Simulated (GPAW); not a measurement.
# Ni (Im-3m) in GPAW: single point with PBE

Aim: the single point of Ni with PBE.

All numbers are computed with GPAW 26.7.0; they aren't measurements. Logs are shortened: lines on timing, memory, paths and dates and some standing lists are left out, and cuts for length are marked. The log counts tension as positive stress, the text compression.

**1. Starting point**

It takes space group Im-3m (No. 229, cubic). The conventional cell has a = 2.767 Å, b = 2.767 Å, c = 2.767 Å, α = 90.00°, β = 90.00°, γ = 90.00°. Around Ni (site symmetry m-3m) lie 8 Ni at 2.40 Å.

This isn't the form of Ni at room conditions, which is fcc.

**2. Single point, PBE, collinear spin, ferromagnetic start**

The input, run.py:

```python
from ase import Atoms
from ase.dft.bandgap import bandgap
from ase.io import write
from ase.units import GPa
from gpaw import GPAW, PW

atoms = Atoms(['Ni'],
              cell=[[-1.38371547, 1.38371547, 1.38371547],
                    [1.38371547, -1.38371547, 1.38371547],
                    [1.38371547, 1.38371547, -1.38371547]],
              scaled_positions=[[0.0, 0.0, 0.0]],
              pbc=True)
atoms.set_initial_magnetic_moments([2.5])

calc = GPAW(mode=PW(600),
            xc='PBE',
            kpts={'size': (13, 13, 13), 'gamma': True},
            occupations={'name': 'fermi-dirac', 'width': 0.05},
            nbands=17,
            convergence={'density': 1e-05, 'energy': 1e-05},
            maxiter=150,
            txt='gpaw.txt')
atoms.calc = calc
energy = atoms.get_potential_energy()
forces = atoms.get_forces()
stress = atoms.get_stress()
calc.write('gs.gpw')
write('result.traj', atoms)
print(f'Energy: {energy:.6f} eV')
print('Forces (eV/A):')
print(forces.round(4))
print('Stress (GPa):', (stress / GPa).round(3))
print('Moments:', calc.get_magnetic_moments().round(3))
print('Fermi level:', round(calc.get_fermi_level(), 4), 'eV')
print(f'Gap: {bandgap(calc)[0]:.4f} eV, direct: {bandgap(calc, direct=True)[0]:.4f} eV')
```

Potentials or basis: GPAW PAW data sets (gpaw-data 1.2.1), pw.

Run with:

```console
$ OMP_NUM_THREADS=1 python run.py
```

gpaw.txt:

```text
__  _  _
 | _ |_)|_||  |
 |__||  | ||/\| - 26.7.0

Input parameters:
  mode=PW(ecut=600.0),
  convergence={'density': 1e-05, 'energy': 1e-05},
  kpts=MonkhorstPack(size=(13, 13, 13), gamma=True),
  maxiter=150,
  nbands=17,
  occupations=Occupations(name='fermi-dirac', width=0.05),
  xc=XC(name='PBE')

Diagonalizing LCAO Hamiltonian
Converting LCAO to pw mode

       Ni

Atoms  # Å, Bohr magnetons
|   | symbol |        x |        y |        z |    initial magnetic moments |
|---|--------|----------|----------|----------|-----------------------------|
| 0 |     Ni | 0.000000 | 0.000000 | 0.000000 | ( 0.0000,  0.0000,  2.5000) |

Unit cell  # Å
| periodic |         x |         y |         z |  lengths |     angles |
|----------|-----------|-----------|-----------|----------|------------|
|      yes | -1.383715 |  1.383715 |  1.383715 | 2.396665 | 109.471221 |
|      yes |  1.383715 | -1.383715 |  1.383715 | 2.396665 | 109.471221 |
|      yes |  1.383715 |  1.383715 | -1.383715 | 2.396665 | 109.471221 |

Number of symmetries: 48
Symmetry operations  # r_c * U_cc + t_c -> r_c
|    | kind |            matrix            |
|----|------|------------------------------|
|  0 |  σ   |  1, 1, 1,  0, 0,-1,  0,-1, 0 |
|  1 |  C4  |  1, 1, 1,  0, 0,-1, -1, 0, 0 |
|  2 |  C2  |  1, 1, 1,  0,-1, 0,  0, 0,-1 |
|  3 |  S6  |  1, 1, 1,  0,-1, 0, -1, 0, 0 |
|  4 |  S6  |  1, 1, 1, -1, 0, 0,  0, 0,-1 |
|  5 |  C4  |  1, 1, 1, -1, 0, 0,  0,-1, 0 |
|  6 |  E   |  1, 0, 0,  0, 1, 0,  0, 0, 1 |
|  7 |  σ   |  1, 0, 0,  0, 1, 0, -1,-1,-1 |
|  8 |  σ   |  1, 0, 0,  0, 0, 1,  0, 1, 0 |
|  9 |  C3  |  1, 0, 0,  0, 0, 1, -1,-1,-1 |
| 10 |  C3  |  1, 0, 0, -1,-1,-1,  0, 1, 0 |
| 11 |  σ   |  1, 0, 0, -1,-1,-1,  0, 0, 1 |
| 12 |  σ   |  0, 1, 0,  1, 0, 0,  0, 0, 1 |
| 13 |  C2  |  0, 1, 0,  1, 0, 0, -1,-1,-1 |
| 14 |  C3  |  0, 1, 0,  0, 0, 1,  1, 0, 0 |
| 15 |  S4  |  0, 1, 0,  0, 0, 1, -1,-1,-1 |
| 16 |  S4  |  0, 1, 0, -1,-1,-1,  1, 0, 0 |
| 17 |  C3  |  0, 1, 0, -1,-1,-1,  0, 0, 1 |
| 18 |  C3  |  0, 0, 1,  1, 0, 0,  0, 1, 0 |
| 19 |  S4  |  0, 0, 1,  1, 0, 0, -1,-1,-1 |
| 20 |  σ   |  0, 0, 1,  0, 1, 0,  1, 0, 0 |
| 21 |  C3  |  0, 0, 1,  0, 1, 0, -1,-1,-1 |
| 22 |  C2  |  0, 0, 1, -1,-1,-1,  1, 0, 0 |
| 23 |  S4  |  0, 0, 1, -1,-1,-1,  0, 1, 0 |
| 24 |  C4  |  0, 0,-1,  1, 1, 1,  0,-1, 0 |
| 25 |  σ   |  0, 0,-1,  1, 1, 1, -1, 0, 0 |
| 26 |  S6  |  0, 0,-1,  0,-1, 0,  1, 1, 1 |
| 27 |  C2  |  0, 0,-1,  0,-1, 0, -1, 0, 0 |
| 28 |  C4  |  0, 0,-1, -1, 0, 0,  1, 1, 1 |
| 29 |  S6  |  0, 0,-1, -1, 0, 0,  0,-1, 0 |
| 30 |  S6  |  0,-1, 0,  1, 1, 1,  0, 0,-1 |
| 31 |  C4  |  0,-1, 0,  1, 1, 1, -1, 0, 0 |
| 32 |  C4  |  0,-1, 0,  0, 0,-1,  1, 1, 1 |
| 33 |  S6  |  0,-1, 0,  0, 0,-1, -1, 0, 0 |
| 34 |  σ   |  0,-1, 0, -1, 0, 0,  1, 1, 1 |
| 35 |  C2  |  0,-1, 0, -1, 0, 0,  0, 0,-1 |
| 36 |  C2  | -1, 0, 0,  1, 1, 1,  0, 0,-1 |
| 37 |  S6  | -1, 0, 0,  1, 1, 1,  0,-1, 0 |
| 38 |  S6  | -1, 0, 0,  0, 0,-1,  1, 1, 1 |
| 39 |  C2  | -1, 0, 0,  0, 0,-1,  0,-1, 0 |
| 40 |  C2  | -1, 0, 0,  0,-1, 0,  1, 1, 1 |
| 41 |  i   | -1, 0, 0,  0,-1, 0,  0, 0,-1 |
| 42 |  S4  | -1,-1,-1,  1, 0, 0,  0, 1, 0 |
| 43 |  C3  | -1,-1,-1,  1, 0, 0,  0, 0, 1 |
| 44 |  C3  | -1,-1,-1,  0, 1, 0,  1, 0, 0 |
| 45 |  σ   | -1,-1,-1,  0, 1, 0,  0, 0, 1 |
| 46 |  S4  | -1,-1,-1,  0, 0, 1,  1, 0, 0 |
| 47 |  C2  | -1,-1,-1,  0, 0, 1,  0, 1, 0 |

BZ-sampling:
  Number of BZ points: 2197
  Number of IBZ points: 84

  Monkhorst-Pack size: [13, 13, 13]
  Monkhorst-Pack shift: [0, 0, 0]

K-points  # in reciprocal-cell coordinates
|     |                                coordinates |     weight |
|-----|--------------------------------------------|------------|
|   0 | (  0.00000000,   0.00000000,   0.00000000) | 0.00045517 |
|   1 | (  0.07692308,   0.00000000,   0.00000000) | 0.00546199 |
|   2 | (  0.07692308,   0.07692308,  -0.07692308) | 0.00273100 |
|   3 | (  0.15384615,   0.00000000,  -0.07692308) | 0.01092399 |
|   4 | (  0.15384615,   0.00000000,   0.00000000) | 0.00546199 |
|   5 | (  0.15384615,   0.07692308,  -0.07692308) | 0.01092399 |
|   6 | (  0.15384615,   0.15384615,  -0.15384615) | 0.00273100 |
|   7 | (  0.23076923,  -0.07692308,  -0.07692308) | 0.00364133 |
|   8 | (  0.23076923,   0.00000000,  -0.07692308) | 0.02184797 |
|   9 | (  0.23076923,   0.00000000,   0.00000000) | 0.00546199 |
| ... |                                            |            |
|  83 | (  0.46153846,   0.46153846,   0.46153846) | 0.00364133 |

Plane wave coefficients: 370
Cutoff: 600.0 eV

Spin-components: 2 (collinear spins)
Bands:           17
Projectors:      6
Spin-degeneracy: 1
Datatype:        complex128

Parallelization:
  kpt:    1
  domain: 1
  band:   1

Density:
  Valence electrons: 16.0
  Components: 2
  Grid points: [14 14 14]
  Charge: 0.0  # |e|

Potential:
  Grid points: [14 14 14]

species:
  Ni:
    name:    Nickel
    Z:       28.0
    valence: 16
    core:    12
    charge:  0.0  # [|e|]
    compensation charges:
      type: gauss
      rc: 0.36  # [Å]
      lmax: 2
    cutoffs:
      filter: 2.14  # [Å]
      core: 1.98  # [Å]
    projectors
    | kind |    occ | energy [eV] | rcut [Å] |
    |------|--------|-------------|----------|
    |   4s |  2.000 |      -5.642 |    1.164 |
    |   3p |  6.000 |     -71.394 |    1.207 |
    |   4p |  0.000 |      -1.226 |    1.207 |
    |   3d |  8.000 |      -8.875 |    1.138 |
    |    s |        |      21.570 |    1.164 |
    |    d |        |      18.337 |    1.138 |

    Using partial waves for Ni as LCAO basis

Reference energy: -41367.998447  # eV

eigensolver:
  PPCG
  Converge bands: occupied
  niter=2

density mixing:
  MSR1-Mixer
  Pratt-step length: 0.05
  Maximum mixing coefficient: 0.75
  Old densities: 10
  SVD Regularization: 0.005
  Good broyden scale: 1.0
  Trust region scale: 1.0
  Backstep threshold: 4.0
  History deletion threshold: 6.0
  Fourier metric: weight=20.0, sigma=0.015

occupation numbers:
  Fermi-Dirac:
    width: 0.0500  # eV

poisson solver:
  ecut: 4800.0  # eV

xc functional:
  name: PBE with 2 nearest neighbor stencil

convergence criteria:
- Maximum integral of absolute [dens]ity change: 1e-05 electrons / valence electron
- Maximum [total energy] change in last 3 cyles: 1e-05 eV / valence electron
- Maximum integral of absolute [eigenst]ate change: 4e-08 eV^2 / valence electron
maximum number of iterations: 150

SCF iterations
|iter     | |      energy | eigst |  dens |  magmom |
|---------|-|-------------|-------|-------|---------|
|iter:   1| |   -7.696483 | -0.31 |       |  +2.4718|
|iter:   2| |   -7.284320 | -2.99 | -0.68 |  +2.3833|
|iter:   3| |   -6.922913 | -2.22 | -0.75 |  +1.7279|
|iter:   4| |   -7.098431 | -3.11 | -1.18 |  +1.2590|
|iter:   5| |   -7.166508 | -2.95 | -1.31 |  +0.5931|
|iter:   6| |   -7.166649 | -4.81 | -2.11 |  +0.5575|
|iter:   7| |   -7.167973 | -4.75 | -2.42 |  +0.5789|
|iter:   8| |   -7.168003 | -6.29 | -3.09 |  +0.5834|
|iter:   9| |   -7.168004c| -7.06 | -3.76 |  +0.5851|
|iter:  10| |   -7.168003c| -8.50c| -4.45 |  +0.5854|
|iter:  11| |   -7.168001c| -8.19c| -4.67 |  +0.5853|
|iter:  12| |   -7.168001c| -9.25c| -5.53c|  +0.5853|

Converged in 12 steps
Energy contributions relative to reference atoms: (reference = -41367.998447)

Energy contributions:
  Kinetic:           8.595443
  Coulomb:          -6.247805
  Zero:              0.080538
  External:          0.000000
  Xc:               -9.589149
  Entropy:          -0.014054
  Spinorbit:         0.000000
  ----------------------------
  Free energy:      -7.175028
  Extrapolated:     -7.168001

dipole moment: (-2.830797, -2.830797, -2.830797)  # |e|*Ang

Total magnetic moment: (0.000000, 0.000000, 0.585265)

Local magnetic moments
|        x |        y |        z |
|----------|----------|----------|
| 0.000000 | 0.000000 | 0.611562 |  # Ni   0

Fermi level: 8.761
Eigenvalues  # (at kpt = [0.000, 0.000, 0.000])
| band index |      eig [eV] | occ [0-1] |      eig [eV] | occ [0-1] |
|------------|---------------|-----------|---------------|-----------|
|          0 |       -54.980 |     1.000 |       -54.234 |     1.000 |
|          1 |       -54.980 |     1.000 |       -54.234 |     1.000 |
|          2 |       -54.980 |     1.000 |       -54.234 |     1.000 |
|          3 |        -0.476 |     1.000 |        -0.484 |     1.000 |
|          4 |         6.355 |     1.000 |         7.061 |     1.000 |
|          5 |         6.355 |     1.000 |         7.061 |     1.000 |
[... 9 lines left out ...]
|         15 |        41.065 |     0.000 |        41.268 |     0.000 |
|         16 |        41.065 |     0.000 |        41.268 |     0.000 |

No gap
No difference between direct/indirect transitions

Forces  # eV/Ang
|       x |       y |       z |
|---------|---------|---------|
| 0.00000 | 0.00000 | 0.00000 |  # Ni   0

Stress tensor  # eV/Ang^3
|         x |         y |         z |
|-----------|-----------|-----------|
| -0.063710 | -0.000000 | -0.000000 |
| -0.000000 | -0.063710 |  0.000000 |
| -0.000000 |  0.000000 | -0.063710 |

# Writing to gs.gpw (mode='')
```

Wall time 27 s (1 thread of Arm Neoverse V1, shared host); peak memory 0.14 GiB.

What came out:

```yaml
Free_energy: -7.1750 eV
Pressure: 10.2 GPa
Band_gap_on_the_k_mesh: none (metal or under the smearing width)
Net_moment: 0.59 μB per cell
Site_moments: Ni +0.61 μB
```

Levels at points of the mesh, in eV from the Fermi level:
Spin up:
```csv
k point,band 6,band 7,band 8,band 9,band 10,band 11
"(0.00, 0.00, 0.00)",-2.41,-2.41,-0.92,-0.92,26.68,26.68
```
Spin down:
| k point | band 5 | band 6 | band 7 | band 8 | band 9 | band 10 | band 11 | band 12 |
| --- | --- | --- | --- | --- | --- | --- | --- | --- |
| (0.00, 0.00, 0.00) | -1.70 | -1.70 | -1.70 | -0.39 | -0.39 | 26.56 | 26.56 | 26.56 |

Caveat: the stock nickel data set gives pressures a few GPa off other programs.
